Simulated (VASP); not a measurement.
Crystal: CuAu.

```
Au Cu
1.0
     1.44306    0.83315    4.25617
    -1.44306    0.83315    4.25617
     0.00000   -1.66630    4.25617
Au Cu
1 1
Cartesian
  0.0000 0.0000 0.0000
  0.0000 0.0000 6.3843
```

The cell comes from a database or a generator and needn't be the stable form of this composition.

```yaml
Program: VASP 6.6.1
Task: relaxation of cell and atoms
Functional: LDA
Potentials_or_basis: VASP PAW LDA potentials, release 64 (Au, Cu)
Cutoff: 600 eV
k_mesh: 10 × 10 × 10
Occupations: fermi-dirac, width 0.05 eV
Spin: no spin polarisation
```

At the start: pressure -11.9 GPa; volume 15.35 Å³/atom.

Question: Where does the relaxation end?

Answer: Over 16 steps the energy falls by 50.6 meV/atom and the volume is 14.16 Å³/atom (-7.8 %); space group R-3m (No. 166, to 0.05 Å).

Step by step:
```
step  energy change (eV)  largest force (eV/Å)  pressure (GPa)  volume (Å³)
   1              0.0000                0.0000          -11.93        30.70
   2              0.0401                0.0000           20.56        25.90
   3             -0.1005                0.0000           -1.93        28.32
   4             -0.0997                0.0000           -0.02        28.09
   5             -0.0992                0.0000            1.45        28.04
   6             -0.1001                0.0000           -1.09        28.51
   7             -0.1008                0.0000           -1.09        28.32
   8             -0.1006                0.0000           -0.05        28.21
   9             -0.1006                0.0000            0.68        28.22
  10             -0.1008                0.0000            0.27        28.27
  11             -0.1008                0.0000            0.03        28.30
  12             -0.1008                0.0000            0.21        28.31
  13             -0.1008                0.0000           -0.18        28.32
  14             -0.1011                0.0000           -0.01        28.32
  15             -0.1012                0.0000            0.12        28.31
  16             -0.1012                0.0000            0.03        28.31
```

Final structure:
```yaml
crystal:
  lattice:
    - [1.41181, 0.81511, 4.10072]
    - [-1.41181, 0.81511, 4.10072]
    - [0.00000, -1.63021, 4.10072]
  atoms:
    - { symbol: Au, position: [0.00000, 0.00000, 0.00000] }
    - { symbol: Cu, position: [0.50000, 0.50000, 0.50000] }
```
